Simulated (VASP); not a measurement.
Crystal: Se.

```
Se
1.0
     4.36620    0.00000    0.00000
    -2.18310    3.78124    0.00000
     0.00000    0.00000    4.95360
Se
3
Direct
  0.77460 0.77460 0.00000
  0.00000 0.22540 0.66667
  0.22540 0.00000 0.33333
```

Base run:

| Quantity | Value |
| --- | --- |
| Program | VASP 6.6.1 |
| Functional | TB-mBJ |
| Potentials or basis | VASP PAW PBE potentials, release 64 (Se) |
| Cutoff | 520 eV |
| k mesh | 8 × 8 × 6 |
| Occupations | gaussian, width 0.02 eV |
| Spin | no spin polarisation |

Its results: band gap on the k mesh 1.57 eV, indirect (least direct gap 1.68 eV).

Question: After a change of settings the same cell gave: band gap on the k mesh 1.39 eV, indirect (least direct gap 1.49 eV). Which change was it?
A. functional from TB-mBJ to r2SCAN
B. functional from TB-mBJ to PBE
C. functional from TB-mBJ to LDA; potentials or basis from VASP PAW PBE potentials, release 64 (Se) to VASP PAW LDA potentials, release 64 (Se)
D. functional from TB-mBJ to PBEsol

Answer: A.

Caveats: the mesh misses the band edges, which the band path finds closer together.

Not every run made on this cell is shown here.
